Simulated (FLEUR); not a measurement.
# Sn (Fd-3m) in FLEUR: notebook

Runs on Sn. Level: PBE. Tasks: equation of state.

All numbers are computed with FLEUR MaX-R8.1 (later development tree); they aren't measurements. Logs are shortened: lines on timing, memory, paths and dates and some standing lists are left out, and cuts for length are marked.

## 1. Starting point

It takes space group Fd-3m (No. 227, cubic). Conventional cell: a = 6.467 Å, b = 6.467 Å, c = 6.467 Å, α = 90.00°, β = 90.00°, γ = 90.00°. Sn (site symmetry -43m) has 4 Sn at 2.80 Å as nearest neighbours.

This isn't the form of Sn at room conditions, which is tetragonal (white tin).

## 2. Equation of state, PBE, 31.77 Å³/atom (volume scaled by 0.94)

The input, inp.xml:

```xml
<?xml version="1.0" encoding="UTF-8" standalone="no"?>
<fleurInput fleurInputVersion="0.39">
   <comment>
      Sn                                                                                                  
   </comment>
   <calculationSetup>
      <cutoffs Kmax="4.12" Gmax="12.8" GmaxXC="12.8" numbands="0"/>
      <scfLoop itmax="60" minDistance="0.00001" maxIterBroyd="15" imix="Anderson" alpha="0.05" precondParam="0.0" spinf="2.0" sdNocoIR="T"/>
      <coreElectrons ctail="T" frcor="F" kcrel="0" coretail_lmax="0"/>
      <xcFunctional name="pbe" relativisticCorrections="F"/>
      <magnetism jspins="1"/>
      <soc l_soc="F" theta="0.0" phi="0.0" spav="F"/>
      <expertModes spex="0" secvar="F"/>
      <geometryOptimization l_f="F" forcealpha="1.0" forcemix="BFGS" epsdisp="0.00001" epsforce="0.00001"/>
      <ldaU l_linMix="F" mixParam="0.05" spinf="1.0"/>
   </calculationSetup>
   <cell>
      <bzIntegration valenceElectrons="44.0" mode="hist" fermiSmearingEnergy="0.00183747">
         <kPointListSelection listName="default-1"/>
         <!-- k-points included here -->
         <xi:include xmlns:xi="http://www.w3.org/2001/XInclude" href="kpts.xml"> </xi:include>
      </bzIntegration>
      <!-- symmetry operations included here -->
      <xi:include xmlns:xi="http://www.w3.org/2001/XInclude" href="sym.xml"> </xi:include>
      <bulkLattice scale="0.9795861087">
         <bravaisMatrix>
            <row-1>    0.0000000000000000     6.1101323589473129     6.1101323589473129</row-1>
            <row-2>    6.1101323589473129     0.0000000000000000     6.1101323589473129</row-2>
            <row-3>    6.1101323589473129     6.1101323589473129     0.0000000000000000</row-3>
         </bravaisMatrix>
      </bulkLattice>
   </cell>
   <atomSpecies>
      <species name="Tin (Sn)" element="Sn" atomicNumber="50">
         <mtSphere radius="2.38" gridPoints="811" logIncrement="0.016"/>
         <atomicCutoffs lmax="10" lnonsphr="10"/>
         <electronConfig flipSpins="F">
            <coreConfig>(1s1/2) (2s1/2) (2p1/2) (2p3/2) (3s1/2) (3p1/2) (3p3/2) (3d3/2) (3d5/2)</coreConfig>
            <valenceConfig>(4s1/2) (4p1/2) (4p3/2) (5s1/2) (4d3/2) (4d5/2) (5p1/2) (5p3/2)</valenceConfig>
            <stateOccupation state="(5p1/2)" spinUp="0.333333" spinDown="0.333333"/>
            <stateOccupation state="(5p3/2)" spinUp="0.666667" spinDown="0.666667"/>
         </electronConfig>
         <energyParameters s="5" p="5" d="4" f="4"/>
         <lo type="SCLO" l="0" n="4" eDeriv="0"/>
         <lo type="SCLO" l="1" n="4" eDeriv="0"/>
         <lo type="SCLO" l="1" n="4" eDeriv="1"/>
         <lo type="SCLO" l="2" n="4" eDeriv="2"/>
         <lo type="SCLO" l="3" n="4" eDeriv="2"/>
      </species>
   </atomSpecies>
   <atomGroups>
      <atomGroup species="Tin (Sn)">
         <relPos label="                   1">-3.000/8.000 -3.000/8.000 -3.000/8.000</relPos>
         <relPos label="                   2">3.000/8.000 3.000/8.000 3.000/8.000</relPos>
         <force calculate="T" relaxXYZ="TTT"/>
      </atomGroup>
   </atomGroups>
   <output dos="F" band="F" slice="F">
      <checks vchk="F" cdinf="F"/>
      <bandDOS minEnergy="-.5*Htr" maxEnergy="0.5*Htr" sigma="0.015" storeEVData="T"/>
      <vacuumDOS vacdos="F" integ="F" star="F" nstars="0" locx1="0.0" locy1="0.0" locx2="0.0" locy2="0.0" nstm="0" tworkf="0.0"/>
      <unfoldingBand unfoldBand="F" supercellX="1" supercellY="1" supercellZ="1"/>
      <plotting iplot="0" polar="F">
         <plot TwoD="T" vec1="  1.0  0.0  0.0" vec2="  0.0  1.0  0.0" vec3="  0.0  0.0  1.0" zero="  0.0  0.0  0.0" file="plot"/>
      </plotting>
      <chargeDensitySlicing numkpt="0" minEigenval="0.0" maxEigenval="0.0" nnne="0" pallst="F"/>
      <specialOutput eonly="F"/>
      <moessbauerParams electricFieldGradient="T" isomerShift="T" coreHyperfine="T" valenceHyperfine="T"/>
      <magneticCircularDichroism mcd="F" energyLo="-10.0" energyUp="0.0"/>
   </output>
  <!-- We include the file relax.xml here to enable relaxations (see documentation) -->
  <xi:include xmlns:xi="http://www.w3.org/2001/XInclude" href="relax.xml"> <xi:fallback/> </xi:include>
</fleurInput>
```

Potentials or basis: all-electron, FLAPW.

Run with:

```console
inpgen -f crystal.txt -profile fastHighL
# inp.xml edited to the form shown
fleur_MPI
```

Log:

```text
Welcome to FLEUR        (www.flapw.de)
      MaX-Release 8.1          (www.max-centre.eu)

 ========== k-point set info ==========
 Selected k-point list: default-1
 k-point list type: mesh
 7 x 7 x 7
 Number of k points: 20

 ------------Calculation Setup---------------------------
 Number of MPI-tasks      :            1
 Number of PE/node        :            1
 Number of OMP-threads    :            1
 Most efficient MPI parallelization for:
           1           2           4           5          10          20
 Additional eigenvalue parallelization possible
 Number of basis functions:          601
 Approximate size of matrices (H+S) per k-point:         0.005 GB
 --------------------------------------------------------
 Iteration:     1   Distance:       5.48088238 me/bohr^3
 Iteration:     2   Distance:       5.15491809 me/bohr^3
 Iteration:     3   Distance:       1.60035017 me/bohr^3
 Iteration:     4   Distance:       0.22440428 me/bohr^3
 Iteration:     5   Distance:       0.20209322 me/bohr^3
 Iteration:     6   Distance:       0.02581128 me/bohr^3
 Iteration:     7   Distance:       0.01846152 me/bohr^3
 Iteration:     8   Distance:       0.00598744 me/bohr^3
 Iteration:     9   Distance:       0.00069566 me/bohr^3
 Iteration:    10   Distance:       0.00062889 me/bohr^3
 Iteration:    11   Distance:       0.00004789 me/bohr^3
 Iteration:    12   Distance:       0.00001242 me/bohr^3
 Iteration:    13   Distance:       0.00000350 me/bohr^3

 ********************************************************************
 Run finished successfully
 Stop message:
   all done
 ********************************************************************
```

out.xml (last iteration):

```text
<iteration numberForCurrentRun="   13" overallNumber="   13">
         <energyParameters units="Htr">
            <atomicEP atomType="1" spin="1" branch="5s" branchLowest="-4.53" branchHighest="1.04" value="-0.1104985701"/>
            <atomicEP atomType="1" spin="1" branch="5p" branchLowest="-2.90" branchHighest="1.77" value="0.0800078367"/>
            <atomicEP atomType="1" spin="1" branch="4d" branchLowest="-16.99" branchHighest="-0.49" value="-0.5480053472"/>
            <atomicEP atomType="1" spin="1" branch="4f" branchLowest="-9.99" branchHighest="1.95" value="0.4136166737"/>
            <loAtomicEP atomType="1" spin="1" branch="4s" branchLowest="-30.65" branchHighest="-4.53" value="-4.5288180188"/>
            <loAtomicEP atomType="1" spin="1" branch="4p" branchLowest="-25.26" branchHighest="-2.90" value="-2.9121152742"/>
            <loAtomicEP atomType="1" spin="1" branch="4p" branchLowest="-25.26" branchHighest="-2.90" value="-2.9121152742"/>
            <loAtomicEP atomType="1" spin="1" branch="4d" branchLowest="-16.99" branchHighest="-0.49" value="-0.5606300652"/>
            <loAtomicEP atomType="1" spin="1" branch="4f" branchLowest="-9.99" branchHighest="1.95" value="0.4136191281"/>
         </energyParameters>
         <eigenvalues>
            <eigenvaluesAt spin="1" ikpt="1" k_x="0.00000000" k_y="0.00000000" k_z="0.00000000">
                      -4.5288952961       -4.5287282806       -2.9039911658       -2.9039911658       -2.9039911658
                      -2.9032655717       -2.9032655717       -2.9032655717       -0.5705012192       -0.5705012192
                      -0.5705012192       -0.5679177366       -0.5679177366       -0.5541472164       -0.5541472164
                      -0.5541472164       -0.5534624357       -0.5534624357       -0.1761485474        0.2281439977
                       0.2355573109        0.2355573109        0.2355573109        0.3118113911        0.3118113911
                       0.3118113911        0.4186711457        0.5313564670        0.5313564670        0.5394837626
                       0.5394837626        0.5394837626        0.6387913336        0.8929113682
            </eigenvaluesAt>
            <eigenvaluesAt spin="1" ikpt="2" k_x="0.00000000" k_y="0.00000000" k_z="0.14285714">
                      -4.5288890782       -4.5287343527       -2.9039997792       -2.9039997792       -2.9039747268
                      -2.9032790525       -2.9032555761       -2.9032555761       -0.5710855006       -0.5710855006
                      -0.5702823801       -0.5670468991       -0.5670468991       -0.5551518941       -0.5551518941
                      -0.5544078599       -0.5525883650       -0.5525883650       -0.1683489560        0.1454007392
                       0.2210807012        0.2210807012        0.2618257052        0.3299798042        0.3299798042
                       0.3516411561        0.4544030980        0.4916438385        0.4916438385        0.5209919417
                       0.6057179651        0.6057179651        0.6886001296        0.8409183681
            </eigenvaluesAt>
            <eigenvaluesAt spin="1" ikpt="3" k_x="0.00000000" k_y="0.00000000" k_z="0.28571429">
                      -4.5288732313       -4.5287503237       -2.9040193891       -2.9040193891       -2.9039391110
                      -2.9033157477       -2.9032355656       -2.9032355656       -0.5717638571       -0.5717638571
                      -0.5698079410       -0.5658460868       -0.5658460868       -0.5561457890       -0.5561457890
                      -0.5550409885       -0.5518665351       -0.5518665351       -0.1460742323        0.0616651738
                       0.2003499564        0.2003499564        0.2482800366        0.3502503805        0.3502503805
                       0.4288882932        0.4603589531        0.4932011312        0.4932011312        0.5820363599
                       0.6938537653        0.6938537653        0.7401350931        0.7401350931
            </eigenvaluesAt>
            <eigenvaluesAt spin="1" ikpt="4" k_x="0.00000000" k_y="0.00000000" k_z="0.42857143">
                      -4.5288565339       -4.5287670346       -2.9040338445       -2.9040338445       -2.9039071033
                      -2.9033478283       -2.9032202674       -2.9032202674       -0.5720513671       -0.5720513671
                      -0.5694025474       -0.5652504569       -0.5652504569       -0.5565483720       -0.5565483720
                      -0.5555678568       -0.5515600215       -0.5515600215       -0.1172133969        0.0005523956
                       0.1884527831        0.1884527831        0.2389868022        0.3523619739        0.3523619739
                       0.4394874923        0.5226394531        0.5429266376        0.5429266376        0.6174083615
                       0.6450400460        0.6450400460        0.7540539995        0.7925638284
            </eigenvaluesAt>
         </eigenvalues>
         <bandgap value="0.0000000000" units="eV"/>
         <sumValenceSingleParticleEnergies value="-63.7774574975" units="Htr"/>
         <FermiEnergy value="0.2349155857" units="Htr"/>
         <valenceDensity>
            <mtCharges spin="1">
               <mtCharge atomType="1" total="19.7025920" s="2.9360583" p="6.9048163" d="9.8517712" f="0.0080080"/>
            </mtCharges>
            <spinDependentCharge spin="1" total="44.0000000" interstitial="4.5948160" mtSpheres="39.4051840"/>
            <totalCharge value="44.0000000000"/>
         </valenceDensity>
         <coreStates atomType="     1" atomicNumber=" 50" spin="1" kinEnergy="   6224.1184435701" eigValSum="  -3699.3073390254" lostElectrons=" 0.000000">
            <state n="1" l="0" j="0.5" energy="-1065.1792667690" weight="1.0000000000"/>
            <state n="2" l="0" j="0.5" energy="-160.4284459106" weight="1.0000000000"/>
            <state n="2" l="1" j="0.5" energy="-149.8241946153" weight="1.0000000000"/>
            <state n="2" l="1" j="1.5" energy="-141.3480538169" weight="2.0000000000"/>
            <state n="3" l="0" j="0.5" energy="-30.6461915696" weight="1.0000000000"/>
            <state n="3" l="1" j="0.5" energy="-26.3395128811" weight="1.0000000000"/>
            <state n="3" l="1" j="1.5" energy="-24.7916723136" weight="2.0000000000"/>
            <state n="3" l="2" j="1.5" energy="-17.1830196583" weight="2.0000000000"/>
            <state n="3" l="2" j="2.5" energy="-16.8635220631" weight="3.0000000000"/>
         </coreStates>
         <allElectronCharges>
            <spinDependentCharge spin="1" total="100.0000000" interstitial="4.5948160" mtSpheres="95.4051840"/>
            <totalCharge value="99.9999999993"/>
         </allElectronCharges>
         <moessbauerParams unitsHFF="kG" unitsIS="e/bohr^3" unitsEFG="Htr/bohr^2">
            <coreIsomerShift atomType="1" isTotal="193625.72488">
               <shell n="1" l="0" isomerShift="169345.62135"/>
               <shell n="2" l="0" isomerShift="19846.73342"/>
               <shell n="2" l="1" isomerShift="477.90076"/>
               <shell n="3" l="0" isomerShift="3855.23492"/>
               <shell n="3" l="1" isomerShift="100.23441"/>
               <shell n="3" l="2" isomerShift="0.00002"/>
            </coreIsomerShift>
            <isomerShift atomType="1" nucleusRadius="0.0001161" averageDensity="194466.59931"/>
            <electricFieldGradient atomType="1" VXX="0.00000" VYY="0.00000" VZZ="0.00000" asymParam="0.00000">
            </electricFieldGradient>
         </moessbauerParams>
         <totalEnergy                                    value="   -12358.1659703121" units="Htr">
            <sumOfEigenvalues                            value="    -7462.3921355482">
               <coreElectrons value="-7398.6146780508"/>
               <valenceElectrons value="-63.7774574975"/>
            </sumOfEigenvalues>
            <densityCoulombPotentialIntegral value="-20041.7862444835"/>
            <densityEffectivePotentialIntegral value="-20473.4698564766"/>
            <chargeDenXCDenIntegral value="-330.7865335995"/>
            <FockExchangeEnergyValence value="0.0000000000"/>
            <FockExchangeEnergyCore value="0.0000000000"/>
            <atomTypeDependentContributions atomType="1">
               <electronNucleiInteractionDifferentMTs value="14964.7102716632"/>
               <MadelungTerm value="-52.8537637359"/>
            </atomTypeDependentContributions>
            <tkbTimesEntropy value="0.0000518575"/>
            <freeEnergy value="-12358.1660221695"/>
            <extrapolationTo0K value="-12358.1659962408"/>
         </totalEnergy>
         <densityConvergence units="me/bohr^3">
            <chargeDensity spin="1" distance="0.0000035005"/>
         </densityConvergence>
      </iteration>
```

Wall time 38 s (1 thread of Arm Neoverse V1, shared host); peak memory 0.07 GiB.

What came out:

- Free energy: -336282.8289 eV
- Band gap on the k mesh: none (metal or under the smearing width)
- Valence electrons inside the program's atomic spheres: Sn 19.70 (radii Sn 2.38 bohr)

## 3. Equation of state, PBE, 32.45 Å³/atom (volume scaled by 0.96)

Changes to inp.xml since step 2:

```diff
@@ -24,3 +24,3 @@
       <xi:include xmlns:xi="http://www.w3.org/2001/XInclude" href="sym.xml"> </xi:include>
-      <bulkLattice scale="0.9795861087">
+      <bulkLattice scale="0.9864848297">
          <bravaisMatrix>
```

Potentials or basis: all-electron, FLAPW.

Run with:

```console
inpgen -f crystal.txt -profile fastHighL
# inp.xml edited to the form shown
fleur_MPI
```

It took 36 s on 1 thread of Arm Neoverse V1, shared host; peak memory 0.07 GiB.

The run converged. Its results:

```
Free energy                                           : -336282.8875 eV
Band gap on the k mesh                                : none (metal or under the smearing width)
Valence electrons inside the program's atomic spheres : Sn 19.69 (radii Sn 2.38 bohr)
```

## 4. Equation of state, PBE, 33.80 Å³/atom

Changes to inp.xml since step 3:

```diff
@@ -24,3 +24,3 @@
       <xi:include xmlns:xi="http://www.w3.org/2001/XInclude" href="sym.xml"> </xi:include>
-      <bulkLattice scale="0.9864848297">
+      <bulkLattice scale="1.0000000000">
          <bravaisMatrix>
```

Run with:

```console
inpgen -f crystal.txt -profile fastHighL
# inp.xml edited to the form shown
fleur_MPI
```

Run time: 39 s. Hardware: 1 thread of Arm Neoverse V1, shared host; peak memory 0.07 GiB.

Results (log left out):

```yaml
Free_energy: -336282.9711 eV
Band_gap_on_the_k_mesh: none (metal or under the smearing width)
Valence_electrons_inside_the_program's_atomic_spheres: Sn 19.66 (radii Sn 2.38 bohr)
```

## 5. Equation of state, PBE, 35.16 Å³/atom (volume scaled by 1.04)

Changes to inp.xml since step 4:

```diff
@@ -24,3 +24,3 @@
       <xi:include xmlns:xi="http://www.w3.org/2001/XInclude" href="sym.xml"> </xi:include>
-      <bulkLattice scale="1.0000000000">
+      <bulkLattice scale="1.0131594038">
          <bravaisMatrix>
```

Run with:

```console
inpgen -f crystal.txt -profile fastHighL
# inp.xml edited to the form shown
fleur_MPI
```

Wall time 41 s (1 thread of Arm Neoverse V1, shared host); peak memory 0.07 GiB.

It converged, with:

- Free energy: -336283.0189 eV
- Band gap on the k mesh: none (metal or under the smearing width)
- Valence electrons inside the program's atomic spheres: Sn 19.63 (radii Sn 2.38 bohr)

## 6. Equation of state, PBE, 35.83 Å³/atom (volume scaled by 1.06)

Changes to inp.xml since step 5:

```diff
@@ -24,3 +24,3 @@
       <xi:include xmlns:xi="http://www.w3.org/2001/XInclude" href="sym.xml"> </xi:include>
-      <bulkLattice scale="1.0131594038">
+      <bulkLattice scale="1.0196128224">
          <bravaisMatrix>
```

Potentials or basis: all-electron, FLAPW.

Run with:

```console
inpgen -f crystal.txt -profile fastHighL
# inp.xml edited to the form shown
fleur_MPI
```

It took 42 s on 1 thread of Arm Neoverse V1, shared host; peak memory 0.07 GiB.

The run converged. Its results:

```yaml
Free_energy: -336283.0311 eV
Band_gap_on_the_k_mesh: none (metal or under the smearing width)
Valence_electrons_inside_the_program's_atomic_spheres: Sn 19.62 (radii Sn 2.38 bohr)
```

## 7. Equation of state, PBE

This step only gathers the single runs of the series.

Results:

| Item | Value |
| --- | --- |
| Equilibrium volume | 36.87 Å³/atom (rough: see the caveat) |
| Bulk modulus | 35 GPa (rough) |

Energy against volume, from the lowest point:
```tsv
volume (Å³/atom)	energy (meV/atom)
31.775	101.11
32.451	71.81
33.803	30.02
35.155	6.12
35.831	0.00
```

Caveat: the minimum lies outside the volumes run.
